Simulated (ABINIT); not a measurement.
The system is Rh.

```xyz
1
Lattice="0.0000 1.8979 1.8979 1.8979 0.0000 1.8979 1.8979 1.8979 0.0000" Properties=species:S:1:pos:R:3 pbc="T T T"
Rh    0.0000    0.0000    0.0000
```

Program: ABINIT 10.8.3 (patched build). Alike in all runs: no spin polarisation; cell as given; smearing fermi-dirac 0.05 eV. Hardware: 1 thread of Arm Neoverse V1, on a shared host.

**Question.** Order these runs on this cell by their wall time, lowest first.
A. task band structure; level BLYP; potentials or basis JTH PAW PBE v2.0; k mesh 12 × 12 × 12; cutoff (eV) 435; fine-grid cutoff 870.764 eV; mesh quality not flagged
B. task band structure; level PBE; potentials or basis PseudoDojo NC SR PBE v0.4.1 standard; k mesh 12 × 12 × 12; cutoff (eV) 1197; mesh quality not flagged
C. task single point; level PBEsol; potentials or basis JTH PAW PBE v2.0; k mesh 5 × 5 × 5; cutoff (eV) 435; fine-grid cutoff 870.764 eV; mesh quality coarse
D. task band structure; level r2SCAN; potentials or basis JTH PAW LDA v2.0; k mesh 12 × 12 × 12; cutoff (eV) 653; fine-grid cutoff 1251.72 eV; mesh quality not flagged

**Answer.** C (4.5 s), A (22 s), B (54 s), D (150 s).

Caveats: some runs use coarse meshes.
